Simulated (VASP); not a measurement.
Wanted: the native input for a VASP 6.6.1 run.

```yaml
Task: single point
Functional: PBEsol
Potentials_or_basis: VASP PAW PBE potentials, release 64 (Ca_sv, F)
Cutoff: 520 eV
k_mesh: 9 × 9 × 9
Occupations: gaussian, width 0.15 eV
Spin: no spin polarisation
Dipole_correction: no
Further_INCAR_settings: ALGO = Fast; EDIFF = 1e-06; NBANDS = 24
```

The structure of CaF3 lies in POSCAR:

```
CaF3
1.0
   -1.8994070000      1.8994070000      3.2226830000
    1.8994070000     -1.8994070000      3.2226830000
    1.8994070000      1.8994070000     -3.2226830000
Ca F
1 3
Direct
    0.0000000000      0.0000000000      0.0000000000
    0.7500000000      0.2500000000      0.5000000000
    0.2500000000      0.7500000000      0.5000000000
    0.5000000000      0.5000000000      0.0000000000
```

The cell comes from a database or a generator and needn't be the stable form of this composition.

The input as run:

INCAR

```
PREC = Accurate
ENCUT = 520
EDIFF = 1E-6
ISMEAR = 0
SIGMA = 0.15
LREAL = F
LASPH = T
NELM = 100
ALGO = Fast
ISIF = 2
LWAVE = F
LCHARG = T
GGA = PS
LELF = T
LVHAR = T
NBANDS = 24
```

KPOINTS

```
regular mesh
0
Gamma
  9 9 9
```

Potentials or basis: VASP PAW PBE potentials, release 64 (Ca_sv, F).

Launch:

```sh
$ cat potpaw_PBE.64/Ca_sv/POTCAR potpaw_PBE.64/F/POTCAR > POTCAR
$ mpirun -np 1 vasp_std > vasp.out
```

Results of the run:

The pressure is -3.6 GPa and the band gap on the k mesh is none (metal or under the smearing width).

Caveat: the PAW data sets were made with another functional, which shifts forces and pressure a little; an odd number of electrons without spin polarisation forces a metal; a magnetic or distorted state may lie lower.

Run time: 76 s on 1 thread of Intel(R) Xeon(R) Platinum 8488C (Sapphire Rapids), on a shared host, peak memory 0.22 GiB.
